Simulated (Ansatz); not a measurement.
Al₃Cu₂: opening a crack plane

Al₃Cu₂, P-3m1, a = 4.099 Å, c = 4.982 Å. The structure is a Materials Project entry; whether it is the stable form wasn't checked. Ansatz: PBEsol, PAW, 420 eV, Γ-centred 13×13×5 mesh on 10 atoms, Gaussian smearing 0.15 eV; no spin polarisation. One cut on (001) per cell of 10 atoms is opened rigidly by x, between planes of Cu and Al that stand 0.79 Å apart; y is the energy per area (14.548 Å², 1 eV/Å² = 16.02 J/m²).

```tsv
x (Å)	y (J/m²)
0.00	0.000
0.25	0.207
0.50	0.652
0.75	1.154
1.00	1.628
1.50	2.370
2.00	?
3.00	3.270
4.50	3.403
6.00	3.414
```

Task: Fit the universal binding curve y = W[1 − (1 + x/l) e^(−x/l)] to the other rows, give the peak stress, and predict the missing value.

Result: Least squares gives W = 3.42 J/m² and l = 0.625 Å. The stress dy/dx peaks at x = l with W/(e l) = 20.1 GPa, for rigid faces. At x = 2.00: x/l = 3.200, y = 2.834 J/m². The run gave 2.841 J/m², so the fit is 0.007 J/m² too low, within twice the rms miss on the fitted rows (0.006 J/m²).

Cost: 12 runs of about 8.9 core-minutes in all, on Intel Xeon 6975P-C (Granite Rapids) (shared hosts).